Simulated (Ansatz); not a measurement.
**WSe₂: computed properties**

Computed with DFT PBEsol, scalar-relativistic, plane waves, PAW in Ansatz.

Plane waves to 420 eV, a k mesh through Γ of 12×12×2 on the computed 6-atom cell and Gaussian smearing (0.02 eV); no spin polarisation.

The structure is relaxed at this level of theory with its symmetry kept.

```cif
data_structure
_symmetry_space_group_name_H-M 'P6_3/mmc'
_symmetry_Int_Tables_number 194
_cell_length_a 3.2712
_cell_length_b 3.2712
_cell_length_c 13.2207
_cell_angle_alpha 90.000
_cell_angle_beta 90.000
_cell_angle_gamma 120.000
_cell_volume 122.51
loop_
_atom_site_label
_atom_site_type_symbol
_atom_site_symmetry_multiplicity
_atom_site_Wyckoff_symbol
_atom_site_fract_x
_atom_site_fract_y
_atom_site_fract_z
_atom_site_occupancy
W1 W 2 c 0.33333 0.66667 0.25000 1
Se1 Se 4 f 0.33333 0.66667 0.62339 1
```

```
Space group                                                                                                                                 : P6_3/mmc (No. 194)
Volume per atom                                                                                                                             : 20.42 Å³
Formation energy from the elements' standard states (uncorrected)                                                                           : -0.595 eV/atom
Kohn–Sham band gap                                                                                                                          : 1.02 eV, indirect from Γ to (0.180, 0.180, 0.000)
Löwdin character of the top 1 eV of the valence band                                                                                        : W 5d 60 %, Se 4p 36 %
Löwdin character of the lowest 1 eV of the conduction band                                                                                  : W 5d 63 %, Se 4p 29 %, unprojected 4 %
Electron masses at the edge by Cartesian direction of the standard setting (m_e; degenerate bands sorted by energy; no spin-orbit coupling) : x: 0.51; y: 0.47; z: 0.43
Hole masses at the edge by Cartesian direction of the standard setting (m_e; degenerate bands sorted by energy; no spin-orbit coupling)     : x: 0.91; y: 0.91; z: 0.99
Bader charges (e)                                                                                                                           : W (2 in the cell) 1.04, Se (4 in the cell) -0.52
```

Spin-orbit coupling is left out, which matters for the bands of heavy elements. Each cell of WSe2 holds layers, and where no dispersion correction was added their binding is poorly described.